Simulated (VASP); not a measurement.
# AgBr (Fm-3m) in VASP: dielectric tensor with PBE

Aim: the dielectric tensor of AgBr with PBE.

All numbers are computed with VASP 6.6.1; they aren't measurements. Logs are shortened: lines on timing, memory, paths and dates and some standing lists are left out, and cuts for length are marked.

**What was measured.**

From a printed reference work, monograph, for a bulk crystal of AgBr: high-frequency dielectric constant 4.62.

The runs below are set against these values where they give the same quantity.

### Step 1. The crystal as given

Symmetry: Fm-3m, No. 225, cubic system. The conventional cell has a = 5.740 Å, b = 5.740 Å, c = 5.740 Å, α = 90.00°, β = 90.00°, γ = 90.00°. Ag (site symmetry m-3m) has 6 Br at 2.87 Å as nearest neighbours. Br (site symmetry m-3m) has 6 Ag at 2.87 Å as nearest neighbours.

The cell was relaxed by an earlier calculation.

### Step 2. Dielectric tensor, PBE

The input, INCAR:

```
PREC = Accurate
ENCUT = 520
EDIFF = 1E-8
ISMEAR = 0
SIGMA = 0.01
LREAL = F
LASPH = T
NELM = 60
ALGO = Normal
ISIF = 2
LWAVE = F
LCHARG = F
GGA = PE
LEPSILON = T
```

The input, KPOINTS:

```
Automatic mesh
0
Gamma
  8 8 8
```

The input, POSCAR:

```
AgBr
1.0
    0.0000000000      2.8701500000      2.8701500000
    2.8701500000      0.0000000000      2.8701500000
    2.8701500000      2.8701500000      0.0000000000
Ag Br
1 1
Direct
    0.0000000000      0.0000000000      0.0000000000
    0.5000000000      0.5000000000      0.5000000000
```

Potentials or basis: VASP PAW PBE potentials, release 64 (Ag, Br).

On the command line:

```
cat potpaw_PBE.64/Ag/POTCAR potpaw_PBE.64/Br/POTCAR > POTCAR
mpirun -np 1 vasp_std > vasp.out
```

OUTCAR:

```text
PREC = Accurate
   ENCUT = 520
   EDIFF = 1E-8
   ISMEAR = 0
   LREAL = F
   LASPH = T
   NELM = 60
   ISIF = 2
   GGA = PE
   LEPSILON = T

 ion  position               nearest neighbor table
   1  0.000  0.000  0.000-   2 2.87   2 2.87   2 2.87   2 2.87   2 2.87   2 2.87
   2  0.500  0.500  0.500-   1 2.87   1 2.87   1 2.87   1 2.87   1 2.87   1 2.87

  LATTYP: Found a face centered cubic cell.
 ALAT       =     5.7403000000

  Lattice vectors:

 A1 = (   0.0000000000,   2.8701500000,   2.8701500000)
 A2 = (   2.8701500000,   0.0000000000,   2.8701500000)
 A3 = (   2.8701500000,   2.8701500000,   0.0000000000)

Analysis of symmetry for initial positions (statically):
=====================================================================
 Subroutine PRICEL returns:
 Original cell was already a primitive cell.

 Routine SETGRP: Setting up the symmetry group for a
 face centered cubic supercell.

 Subroutine GETGRP returns: Found 48 space group operations
 (whereof 48 operations were pure point group operations)
 out of a pool of 48 trial point group operations.

The static configuration has the point symmetry O_h .

Analysis of symmetry for dynamics (positions and initial velocities):
=====================================================================
 Subroutine PRICEL returns:
 Original cell was already a primitive cell.

 Routine SETGRP: Setting up the symmetry group for a
 face centered cubic supercell.

 Subroutine GETGRP returns: Found 48 space group operations
 (whereof 48 operations were pure point group operations)
 out of a pool of 48 trial point group operations.

The dynamic configuration has the point symmetry O_h .

 Subroutine INISYM returns: Found 48 space group operations
 (whereof 48 operations are pure point group operations),
 and found     1 'primitive' translations

----------------------------------------------------------------------------------------

                                     Primitive cell

  volume of cell :      47.2872

  direct lattice vectors                    reciprocal lattice vectors
[... 538 lines left out ...]

 POSITION                                       TOTAL-FORCE (eV/Angst)
 -----------------------------------------------------------------------------------
      0.00000      0.00000      0.00000         0.000000     -0.000000      0.000000
      2.87015      2.87015      2.87015        -0.000000      0.000000     -0.000000
 -----------------------------------------------------------------------------------
    total drift:                               -0.000000      0.000000      0.000000

  FREE ENERGIE OF THE ION-ELECTRON SYSTEM (eV)
  ---------------------------------------------------
  free  energy   TOTEN  =        -4.9831778852 eV

  energy  without entropy=       -4.9831778852  energy(sigma->0) =       -4.98317789

 HEAD OF MICROSCOPIC STATIC DIELECTRIC TENSOR (INDEPENDENT PARTICLE, excluding Hartree and local field effects)
 ------------------------------------------------------
           6.363477     0.000000    -0.000000
          -0.000000     6.363477     0.000000
           0.000000    -0.000000     6.363477
 ------------------------------------------------------

 Free energy of the ion-electron system (eV)
  ---------------------------------------------------
  ---------------------------------------------------
  free energy    TOTEN  =        -0.70870164 eV

  energy without entropy =       -0.70870164

------------------------ aborting loop because EDIFF is reached ----------------------------------------

--------------------------------------- Ionic step        2  -------------------------------------------

------------------------ aborting loop because EDIFF is reached ----------------------------------------

--------------------------------------- Ionic step        3  -------------------------------------------

 Free energy of the ion-electron system (eV)
  ---------------------------------------------------
  ---------------------------------------------------
  free energy    TOTEN  =        -0.70870126 eV

  energy without entropy =       -0.70870126

------------------------ aborting loop because EDIFF is reached ----------------------------------------

 PIEZOELECTRIC TENSOR FIELD DIRECTION 3  (e Angst)
 -----------------------------------------------------------------------------
    -0.00000  0.00000  0.00000           (  0.00001  0.00000  0.00000)
     0.00000 -0.00000 -0.00000           (  0.00000  0.00001  0.00000)
     0.00000 -0.00000 -0.00251           (  0.00000  0.00000  0.00004)

 PIEZOELECTRIC TENSOR FIELD DIRECTION 3  (C/m^2)
 -----------------------------------------------------------------------------
    -0.00000  0.00000  0.00000
     0.00000 -0.00000 -0.00000
     0.00000 -0.00000 -0.00085

 MACROSCOPIC STATIC DIELECTRIC TENSOR (including local field effects in DFT)
 ------------------------------------------------------
           6.103701    -0.000000     0.000000
           0.000000     6.103701     0.000000
          -0.000000     0.000000     6.103701
 ------------------------------------------------------

 PIEZOELECTRIC TENSOR (including local field effects)  for field in x, y, z        (e  Angst)
          XX          YY          ZZ          XY          YZ          ZX
  --------------------------------------------------------------------------------
  x     0.00000     0.00000     0.00000     0.00000     0.00000     0.00000
  y     0.00000     0.00000     0.00000     0.00000     0.00000     0.00000
  z     0.00000     0.00000     0.00000     0.00000     0.00000     0.00000

 PIEZOELECTRIC TENSOR (including local field effects)  for field in x, y, z        (C/m^2)
          XX          YY          ZZ          XY          YZ          ZX
  --------------------------------------------------------------------------------
  x     0.00000     0.00000     0.00000     0.00000     0.00000     0.00000
  y     0.00000     0.00000     0.00000     0.00000     0.00000     0.00000
  z     0.00000     0.00000     0.00000     0.00000     0.00000     0.00000

 BORN EFFECTIVE CHARGES (including local field effects) (in |e|, cummulative output)
 ---------------------------------------------------------------------------------
 ion    1
    1     1.51529     0.00000     0.00000
    2     0.00000     1.51529     0.00000
    3     0.00000     0.00000     1.51529
 ion    2
    1    -1.51529     0.00000     0.00000
    2     0.00000    -1.51529     0.00000
    3     0.00000     0.00000    -1.51529
```

OSZICAR:

```text
N       E                     dE             d eps       ncg     rms          rms(c)
DAV:   1     0.102757237631E+03    0.10276E+03   -0.87000E+03   770   0.124E+03
[... 13 lines left out ...]
RMM:   6    -0.708076383223E+00   -0.17193E-03   -0.21401E-05  2412   0.315E-02    0.810E-03
RMM:   7    -0.708612950634E+00   -0.53657E-03   -0.50542E-06  2396   0.177E-02    0.290E-03
RMM:   8    -0.708693763682E+00   -0.80813E-04   -0.46059E-07  2423   0.517E-03    0.646E-04
RMM:   9    -0.708700215739E+00   -0.64521E-05    0.24595E-08  2517   0.137E-03    0.251E-04
RMM:  10    -0.708701237369E+00   -0.10216E-05    0.23767E-07  2172   0.365E-04    0.239E-05
RMM:  11    -0.708701305746E+00   -0.68376E-07    0.78695E-08  1269   0.638E-05    0.123E-05
RMM:  12    -0.708701263042E+00    0.42704E-07   -0.18101E-08  1194   0.676E-05    0.698E-06
```

stdout:

```text
POSCAR found type information on POSCAR AgBr
 POSCAR found :  2 types and       2 ions
 scaLAPACK will be used
 LDA part: xc-table for (Slater+PW92), standard interpolation
 POSCAR, INCAR and KPOINTS ok, starting setup
 FFT: planning ... GRIDC
 FFT: planning ... GRID_SOFT
 FFT: planning ... GRID
 WAVECAR not read
 entering main loop
 Linear response reoptimize wavefunctions to high precision
 Linear response G [H, r] |phi>, progress :
  Direction:   1
 Linear response G [H, r] |phi>, progress :
  Direction:   2
 Linear response G [H, r] |phi>, progress :
  Direction:   3
 Linear response to external field (no local field effect), progress :
  Direction:   1
 dielectric tensor                  component  1 :     6.637     1.899     0.272
 Linear response to external field (no local field effect), progress :
  Direction:   2
 dielectric tensor                  component  2 :     1.899     7.311    -0.090
 Linear response to external field (no local field effect), progress :
  Direction:   3
 dielectric tensor                  component  3 :     0.272    -0.090     5.142
 Linear response to external field, progress :
  Direction:   1
 dielectric tensor                  component  1 :     6.104     1.347     0.411
 Linear response to external field, progress :
  Direction:   2
 dielectric tensor                  component  2 :     1.320     6.104    -0.098
 Linear response to external field, progress :
  Direction:   3
 dielectric tensor                  component  3 :     0.371     0.809     6.104
 Born effective charges drift removed
```

Wall time 2.7 min (1 thread of Intel Xeon Platinum 8488C (Sapphire Rapids), shared host); peak memory 0.25 GiB.

Results:

| Quantity | Value |
| --- | --- |
| Band gap on the k mesh | 0.67 eV, indirect (least direct gap 2.61 eV) |
| Electronic dielectric tensor (diagonal) | 6.10 |
| Born charges (mean of the diagonal) | Ag +1.52; Br -1.52 e |

Levels at points of the mesh, in eV from the valence-band top:
| k point | band 7 | band 8 | band 9 | band 10 | band 11 | band 12 |
| --- | --- | --- | --- | --- | --- | --- |
| (0.00, 0.00, 0.00) | -1.94 | -1.94 | -1.94 | 0.67 | 9.91 | 9.91 |
| (0.50, 0.00, 0.00) | -2.15 | 0.00 | 0.00 | 3.73 | 6.59 | 6.76 |
| (0.50, 0.50, 0.00) | -2.39 | -2.39 | -2.29 | 1.60 | 7.05 | 9.06 |

Electronic dielectric tensor:
```
6.10 0.00 0.00
0.00 6.10 0.00
0.00 0.00 6.10
```

Born effective charge tensors (e):
atom 1, Ag
```
1.52 0.00 0.00
0.00 1.52 0.00
0.00 0.00 1.52
```
atom 2, Br
```
-1.52  0.00  0.00
 0.00 -1.52  0.00
 0.00  0.00 -1.52
```

Caveat: the gap is small at this level, which inflates the dielectric constant.

### Step 3. Comparison with measurements

Step 2. Against the measured high-frequency dielectric constant of AgBr, 4.62 (a printed reference work, monograph), the calculated 6.10 is off by +32.1 %. So large a miss can be the level of theory's own, or it may mean another phase, state or a wrong row.
